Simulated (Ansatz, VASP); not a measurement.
**One calculation of As, two programs**

```
As
1.0
     4.03881    0.00000    0.00000
     0.00000    4.03881    0.00000
     0.00000    0.00000    4.03881
As
3
Direct
  0.50000 0.00000 0.00000
  0.00000 0.50000 0.00000
  0.00000 0.00000 0.50000
```

Alike in both runs: functional PBE; k mesh 12 × 12 × 12; occupations gaussian, width 0.1 eV; no spin polarisation.

Ansatz relaxed the structure, and its values are those at the end. VASP's run is a single point on that final structure, the one shown.

|  | VASP | Ansatz |
| --- | --- | --- |
| version | VASP 6.6.1 | Ansatz 0.2.0 |
| potentials or method | VASP PAW PBE potentials, release 64 (As) | scalar-relativistic, plane waves, PAW |
| plane-wave cutoff (eV) | 520 | 420 |
| valence electrons in the cell | 15 | 45 |

|  | VASP | Ansatz | Ansatz less VASP |
| --- | --- | --- | --- |
| gap on the k mesh at the Fermi level (eV) | none | none | - |
| pressure (GPa) | 0.1 | 0.0 | -0.10 |

A gap of «none» marks a metal or a gap that the smearing closes. With one functional, cell and mesh, what is left measures potentials, basis and numerics. The two sets of potentials don't hold the same shells in valence.
